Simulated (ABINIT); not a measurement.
Runs of ABINIT 10.8.3 (patched build) on CuO (Tenorite). It takes space group C2/c (No. 15, monoclinic). Conventional cell: a = 4.684 Å, b = 3.423 Å, c = 5.129 Å, α = 90.00°, β = 99.54°, γ = 90.00°. Cu (site symmetry -1) is surrounded by 4 O at 1.95 to 1.96 Å. Around O (site symmetry 2) lie 4 Cu at 1.95 to 1.96 Å. 

```tsv
task	level	potentials or basis	k mesh	cutoff (eV)	fine-grid cutoff	mesh quality	gap on the mesh (eV)	pressure (GPa)	V0 of scaled cells (Å³/atom)	B0 (GPa)	largest force (eV/Å)
single point	PBE	SPMS NC PBE v1.0	8 × 8 × 4	1088	-	not flagged	none	(b)	-	-	0.28
single point	PBE	JTH PAW PBE v2.0	6 × 6 × 3	626	1224.51 eV	coarse	none	-	-	-	0.25
equation of state	PBE	JTH PAW PBE v2.0	10 × 10 × 5	707	1306.15 eV	not flagged	-	-	10.49	(a)	-
single point	PBE	SG15 NC PBE v1.2	8 × 8 × 4	1143	-	not flagged	none	5.8	-	-	0.26
single point	LDA	JTH PAW LDA v2.0	8 × 8 × 4	626	1224.51 eV	not flagged	none	-	-	-	0.47
single point	PBEsol	JTH PAW PBE v2.0	10 × 10 × 5	707	1306.15 eV	not flagged	none	-2.5	-	-	0.34
single point	PBE	JTH PAW PBE v2.0	10 × 10 × 5	707	1306.15 eV	not flagged	none	5.5	-	-	0.25
equation of state	PBEsol	JTH PAW PBE v2.0	10 × 10 × 5	707	1306.15 eV	not flagged	-	-	10.02	(c)	-
single point	LDA	JTH PAW LDA v2.0	4 × 4 × 2	626	1224.51 eV	coarse	none	-	-	-	0.47
single point	PBEsol	JTH PAW PBE v2.0	6 × 6 × 3	626	1224.51 eV	coarse	none	-	-	-	0.34
single point	PBE	PseudoDojo NC SR PBE v0.5 stringent	8 × 8 × 4	1415	-	not flagged	none	5.6	-	-	0.28
single point	LDA	JTH PAW LDA v2.0	6 × 6 × 3	626	1224.51 eV	coarse	none	-	-	-	0.46
```

Alike in all rows: no spin polarisation; cell as given; smearing fermi-dirac 0.05 eV.

Problem. Fill in the values left out.

Solution. (a) 163; (b) 6.0; (c) 187.

Caveats: some runs use coarse meshes; the run has no spin polarisation, though such a crystal can be magnetic; semilocal functionals often make such compounds metallic where correlation or magnetic order opens a gap, which also shifts bond lengths (some runs); the PAW data sets were made with another functional, which shifts forces and pressure a little (some runs); pressures at fixed basis lie under the slope of the energies (some runs); the cell was scaled at fixed shape and fractional positions, which overstates the stiffness of a crystal with free parameters, most of all of layers and chains (some runs).

A k mesh can miss the band edges.

A gap of «none» marks a metal or a gap under the smearing width.

Not every run made on this cell is shown here.
